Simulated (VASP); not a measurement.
SiC (Moissanite 3C), 2 atoms in the cell. Symmetry: F-43m, No. 216, cubic system. The conventional cell has a = 4.269 Å, b = 4.269 Å, c = 4.269 Å, α = 90.00°, β = 90.00°, γ = 90.00°. Si (site symmetry -43m) has 4 C at 1.85 Å as nearest neighbours. Around C (site symmetry -43m) lie 4 Si at 1.85 Å.  The cell isn't the ideal one: a relaxed cell with its volume scaled by 0.94.

- Program: VASP 6.6.1
- Task: relaxation of the atoms
- Functional: PBEsol
- Potentials or basis: VASP PAW PBE potentials, release 64 (Si, C)
- Cutoff: 600 eV
- k mesh: 10 × 10 × 10
- Occupations: gaussian, width 0.03 eV
- Spin: no spin polarisation
- Further INCAR settings: ALGO = Fast; EDIFF = 1e-07; IBRION = 2; EDIFFG = -0.01; NSW = 40

Potentials or basis: VASP PAW PBE potentials, release 64 (Si, C).

Launch:

```bash
$ cat potpaw_PBE.64/Si/POTCAR potpaw_PBE.64/C/POTCAR > POTCAR
$ mpirun -np 1 vasp_std > vasp.out
```

Hardware: 1 thread of Intel(R) Xeon(R) Platinum 8488C (Sapphire Rapids), on a shared host.

Estimate the wall time of this run.

It took 6.3 s on 1 thread of Intel(R) Xeon(R) Platinum 8488C (Sapphire Rapids), with other jobs on the host, peak memory 0.13 GiB. Counts: scf iterations 16, k points 47, ion steps 1.
